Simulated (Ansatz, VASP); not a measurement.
# GaP: VASP beside Ansatz, part 2 of 2

Aim: how closely do two programs agree when they are given the same cell, functional and k mesh?

VASP 6.6.1 and Ansatz 0.2.0.

So far: Starting point; VASP: G0W0 gap, PBE.

## 3. Ansatz: G0W0 gap, PBE

Level of this step: Ansatz beside VASP: Kohn-Sham DFT, plane waves, PBE, G0W0 (Ansatz).

Ansatz runs on its default PAW (the set named soft_2) files.

The same cell, functional and mesh now go to Ansatz, which takes its cutoff from its data sets.

Contents of input.yaml:

```yaml
crystal:
  lattice:
    - [0.0, 2.7786998443, 2.7786998443]
    - [2.7786998443, 0.0, 2.7786998443]
    - [2.7786998443, 2.7786998443, 0.0]
  atoms:
    - { symbol: Ga, position: [0.0, 0.0, 0.0] }
    - { symbol: P, position: [0.75, 0.75, 0.75] }
hamiltonian:
  xc: pbe
  pseudopotentials: { kind: paw }
kpoints:
  mp_grid: { grid: [6, 6, 6] }
scf:
  occupations: { method: fixed }
gw:
  n_empty_bands: 167
  ecut_chi: 150.0
  qp_bands: [v2, c2]
  qp_kpoints: band_edges
  screening: { model: contour_deformation }
```

Started as:

```sh
> ansatz run input.yaml --threads 4 --pin off --max-ram 9216MiB --backend cpu --events-out ev --progress --plain --runs-dir out
```

Numbers of over 12 decimals in the logs are rounded to 6 here.

What it wrote:

```text
Engine: ansatz 0.2.0, aarch64-unknown-linux-gnu
Pseudopotentials: kind: paw
Pseudopotential: Ga, paw, valence charge 13, recommended cutoff 420 eV (normal), Ga.paw.azcp
Pseudopotential: P, paw, valence charge 5, recommended cutoff 420 eV (normal), P.paw.azcp
Functional definition: PBE
  parameter kappa = 0.804
  parameter beta = 0.066725
  exchange = pbe_x(kappa = kappa, mu = beta*pi^2/3)
  correlation = pbe_c(beta = beta)
Crystal: 2 atoms, lattice volume = 42.910 Å³
Basis set: ecut = 420 eV, 869 PW (Γ)
Bands: 13, of which v1, the nominal top of the filled ones, is band 9 counted from 1 (8 counted from 0)
Symmetry: 24 space group operations
Space group: F-43m (ITA 216), of the structure as read, at distance tolerance 3.5e-5 Å
k-points: 16 of 216 (time reversal used)
Non-local potential: Ga, projectors of the file, l = 0: 2, l = 1: 2, l = 2: 3, l = 3: 1
Non-local potential: P, projectors of the file, l = 0: 2, l = 1: 2, l = 2: 2
PAW form: soft (Blöchl's): semilocal exchange-correlation on the pseudo side does not see the compensation charge
PAW one-centre angular grid: Ga, 590 points (default); XC on 64 Gauss nodes
PAW one-centre angular grid: P, 110 points (default); XC on 64 Gauss nodes
Initial density: superposition of atomic densities (neutral atoms: chi_scale 0, normalization atom), corrected by the library's trained network
Initial wavefunctions: pseudopotential atomic-orbital guess
Functional: x = pbe(κ = 0.804, μ = 0.219515), c = pbe(β = 0.066725)
SCF iter   1: F=—  HF=-4539.537040 eV  |F-HF|=—  |Δ(HF+E_count)|=         —  Δρ=1.38e-3  dr2=1.00e-3  ethr=1.77e-3  ⟨swp⟩=5.0  Hψ=1099  notcnv=0  defer=26
preconditioner: auto → none  [insulator: Δε(μ)=1.350 eV  Ē_g=15.265 eV  n_scr=14 (ndim 8)  ℏωp=24.1 eV  f_vac=0.021  ε∞_Penn≈3.5]
SCF iter   2: F=—  HF=-4539.536436 eV  |F-HF|=—  |Δ(HF+E_count)|=   6.04e-4  Δρ=9.72e-4  dr2=3.22e-4  ethr=5.58e-6  ⟨swp⟩=2.9  Hψ=545  notcnv=0  defer=30
SCF iter   3: F=—  HF=-4539.536321 eV  |F-HF|=—  |Δ(HF+E_count)|=   1.15e-4  Δρ=2.97e-4  dr2=4.17e-5  ethr=1.79e-6  ⟨swp⟩=2.0  Hψ=389  notcnv=0  defer=27
SCF iter   4: F=—  HF=-4539.536371 eV  |F-HF|=—  |Δ(HF+E_count)|=   5.02e-5  Δρ=1.09e-4  dr2=3.54e-6  ethr=2.32e-7  ⟨swp⟩=2.7  Hψ=363  notcnv=0  defer=26
SCF iter   5: F=—  HF=-4539.536374 eV  |F-HF|=—  |Δ(HF+E_count)|=   2.83e-6  Δρ=2.59e-5  dr2=3.79e-7  ethr=1.96e-8  ⟨swp⟩=2.0  Hψ=345  notcnv=0  defer=27
SCF iter   6: F=-4539.536374 eV  HF=-4539.536374 eV  |F-HF|=2.88e-8  |Δ(HF+E_count)|=   4.55e-7  Δρ=9.48e-6  dr2=2.40e-8  ethr=5.56e-10  ⟨swp⟩=6.8  Hψ=1002  notcnv=0
SCF 1 converged in 6 iterations: F = -4539.536374 eV  dr2 = 2.40e-8
  greatest PAW one-centre occupation: 0.994 electrons in one spin orbital (limit 2), on the Ga atom at site 0 (counted from 0), in its partial waves of l = 2
NSCF: frozen V_eff on 16 k-points
G₀W₀ screening: q 1/16
G₀W₀ screening: q 2/16 (q-point 6)
G₀W₀ screening: q 3/16 (q-point 7)
G₀W₀ screening: q 4/16 (q-point 8)
G₀W₀ screening: q 5/16 (q-point 11)
G₀W₀ screening: q 6/16 (q-point 14)
G₀W₀ screening: q 7/16 (q-point 15)
G₀W₀ screening: q 8/16 (q-point 9)
G₀W₀ screening: q 9/16 (q-point 12)
G₀W₀ screening: q 10/16 (q-point 16)
G₀W₀ screening: q 11/16 (q-point 2)
G₀W₀ screening: q 12/16 (q-point 3)
G₀W₀ screening: q 13/16 (q-point 5)
G₀W₀ screening: q 14/16 (q-point 10)
G₀W₀ screening: q 15/16 (q-point 4)
G₀W₀ screening: q 16/16 (q-point 13)
G₀W₀ self-energy: k 1/9
G₀W₀ self-energy: k 2/9
G₀W₀ self-energy: k 3/9
G₀W₀ self-energy: k 4/9
G₀W₀ self-energy: k 5/9
G₀W₀ self-energy: k 6/9
G₀W₀ self-energy: k 7/9
G₀W₀ self-energy: k 8/9
G₀W₀ self-energy: k 9/9
NSCF: frozen V_eff on 1 k-points
NSCF: frozen V_eff on 1 k-points
SCF converged after 6 iterations
Free energy (F): -4539.536374 eV
Harris-Foulkes:  -4539.536374 eV  (|F-HF|=2.88e-8)
Internal energy: -4539.536374 eV  (E = F + TS)
E sigma→0 (E₀):  -4539.536374 eV
Fermi energy:    6.378012 eV
--- Per-component energies (eV) ---
  E_band       = -68.713194
  E_kinetic    = 184.604518
  E_local      = -2239.355729  (includes V_loc(G=0)·N_el)
  E_nonlocal   = 458.859409
  E_hartree    = 1032.410603
  E_xc         = -129.878951
  E_vxc        = -117.839105  (∫ρ·V_xc dr)
  E_paw        = -2558.780621  (= ΣΔE_a)
  E_vpaw       = -419.797136  (= ΣTr[D̂ρ^β])
  E_aug_tail   = -0.000118  (compensation charges beyond the density's cutoff)
  E_ewald      = -1287.395485
  E_smearing   = -0.000000  (= −TS)
  E_closure    = -0.000000  (closes the sum)
  Σ components = -4539.536374   (vs F -4539.536374, Δ=0.00e0)
--- Band table (eV; the first three rows and the last of 16) ---
  k-point 0: bands = [... 5 lower, -5.6921, 6.3780, 6.3780, 6.3780, 7.7295, 10.2689, 10.2689, 10.2689]
  k-point 1: bands = [... 5 lower, -5.3627, 4.0276, 6.0388, 6.0388, 8.5255, 10.7806, 10.7806, 11.2058]
  k-point 2: bands = [... 5 lower, -4.4920, 1.3736, 5.5402, 5.5402, 8.0906, 11.1675, 11.1675, 13.6741]
  k-point 15: bands = [... 5 lower, -2.9328, 0.0181, 3.2525, 3.3700, 9.8708, 9.9348, 13.7285, 13.7470]
--- G₀W₀: contour deformation, 7 samples at zero and on the imaginary axis and 2 off it, 216 q-points, 167 empty bands' worth ---
  eigenvalues of the whole cell's RPA ε∞ on this k-mesh (on a slab, of 1 + 4πα/V) = 13.7362, 13.7362, 13.7362; static W/v taken at q = 0 is 0.072801
  bands read: the sum over 176 bands ends inside a degenerate multiplet in 3 slots, whose members it reads at an even weight; the widest, k=3: bands 176 to 177 (counted from 1) at 1/2 each
  gw.qp_kpoints: band_edges: 9 of 16 stored k-points solved, in 1 pass; an edge of the gap read off the rows below is read off those points alone
    valence top: of the k-points left out ik 7 came nearest to being solved in a further pass, in band 9 (counted from 1, as in the quasiparticle table): it holds the edge there only if its correction is more favourable than any solved in that band by at least 1.093 eV; those differ by 0.094 eV
    conduction bottom: of the k-points left out ik 10 came nearest to being solved in a further pass, in band 10 (counted from 1, as in the quasiparticle table): it holds the edge there only if its correction is more favourable than any solved in that band by at least 0.438 eV; those differ by 0.328 eV
    ik  band        ε_KS         Σx   Σc(E_QP)       V_xc       Z   E_QP_lin       E_QP  E_QP is
     0     8      6.3780   -16.7530     1.1474   -15.0503  0.7565     5.8180     5.8227  root
     0     9      6.3780   -16.7530     1.1474   -15.0503  0.7565     5.8180     5.8227  root
     0    10      7.7295   -10.9744    -3.9830   -15.1828  0.7719     7.9556     7.9549  root
     0    11     10.2689    -7.2615    -4.4057   -11.8000  0.7641    10.4020    10.4016  root
     1     8      6.0388   -16.4706     1.2375   -14.6648  0.7552     5.4653     5.4705  root
     1     9      6.0388   -16.4706     1.2375   -14.6648  0.7552     5.4653     5.4705  root
     1    10      8.5255    -9.6717    -4.0568   -13.9123  0.7692     8.7097     8.7092  root
     1    11     10.7806    -7.3748    -4.5739   -12.0897  0.7560    10.9221    10.9217  root
     2     8      5.5402   -16.2909     1.4408   -14.2563  0.7518     4.9402     4.9465  root
     2     9      5.5402   -16.2909     1.4408   -14.2563  0.7518     4.9402     4.9465  root
     2    10      8.0906    -9.1891    -3.9336   -13.2671  0.7745     8.2353     8.2351  root
     2    11     11.1675    -7.0134    -4.6793   -11.8178  0.7518    11.2929    11.2926  root
     3     8      5.3416   -16.2571     1.5293   -14.1238  0.7501     4.7309     4.7375  root
     3     9      5.3416   -16.2571     1.5293   -14.1238  0.7501     4.7309     4.7375  root
     3    10      7.8736    -9.2563    -3.8645   -13.2529  0.7757     8.0059     8.0056  root
     3    11     11.0979    -6.7979    -4.6231   -11.5291  0.7549    11.2063    11.2060  root
     4     8      5.4617   -16.0600     1.4182   -14.0505  0.7518     4.8641     4.8704  root
     4     9      5.4617   -16.0600     1.4182   -14.0505  0.7518     4.8641     4.8704  root
     4    10      9.1140    -8.4051    -4.1444   -12.7061  0.7670     9.2711     9.2707  root
     4    11      9.8949    -8.8324    -4.2773   -13.1961  0.7636     9.9814     9.9812  root
     6     8      3.9710   -15.6713     1.9085   -13.1512  0.7358     3.3498     3.3593  root
     6     9      4.8760   -15.9941     1.6909   -13.6821  0.7460     4.2472     4.2550  root
     6    10      9.0072    -8.6633    -4.0833   -12.8599  0.7691     9.1206     9.1203  root
     6    11     10.9763    -7.1568    -4.6501   -11.9006  0.7516    11.0702    11.0699  root
[...]
9     8      4.3206   -15.7850     1.9194   -13.2276  0.7392     3.6731     3.6826  root
     9     9      4.3206   -15.7850     1.9194   -13.2276  0.7392     3.6731     3.6826  root
     9    10      8.2081    -7.3571    -3.8091   -11.1752  0.7805     8.2171     8.2171  root
     9    11      9.2888    -7.2213    -4.1630   -11.4107  0.7727     9.3151     9.3151  root
    12     8      3.8898   -15.7118     2.1115   -12.9509  0.7332     3.2295     3.2405  root
    12     9      3.8898   -15.7118     2.1115   -12.9509  0.7332     3.2295     3.2405  root
    12    10      8.1459    -6.5893    -3.7675   -10.2589  0.7859     8.0481     8.0479  root
    12    11      8.2425    -7.8281    -3.8725   -11.7559  0.7767     8.2979     8.2978  root
```

Wall time 74 s (4 threads of Arm Neoverse V1, shared host); peak memory 0.61 GiB.

In the SCF lines HF is the Harris–Foulkes energy and dr2 the Hartree energy of the density residual, in eV; the loop may stop once dr2 is under the threshold and the program's other checks hold. Hψ counts applications of the Hamiltonian.

## 4. Side by side

Known differences besides the potentials themselves: the two programs' PAW sets differ in cores and partial waves; the cutoff is 420 eV in Ansatz and 430 eV in VASP; VASP leaves aspherical gradient terms in its spheres out (LASPH is not set), Ansatz keeps them; Ansatz integrates over frequency by contour deformation, VASP on a grid of NOMEGA points. Total energies have different zeros and are not compared.

Both answers:

```tsv
quantity	Ansatz	VASP	difference
G0W0 gap on the mesh (eV)	2.14	2.20	-0.06
PBE gap under it (eV)	1.35	1.34	+0.01
```

## 5. What came out

```
difference in G0W0 gap on the mesh (G0W0 gap, PBE) : -0.064 eV
```

What this shows: The difference in G0W0 gap on the mesh is -0.064 eV (G0W0 gap, PBE), within the 0.15 eV picked in this series as the mark of a large difference. Such differences can come from data sets, numerical settings and the points named under the comparisons, not from the functional's error against experiment.

[Lines on the potential files, build, host, timing and source positions are cut from VASP's logs without a mark.]

[Logs are printed without paths, hosts, clocks, repeated set-up lines and the standing remarks that a program may print on its own settings, such as how far it seeks lower states.]

[Hosts, paths, dates, database ids (printed as entryN), source tags and the programs' standing remarks are cut or masked in the printed files.]
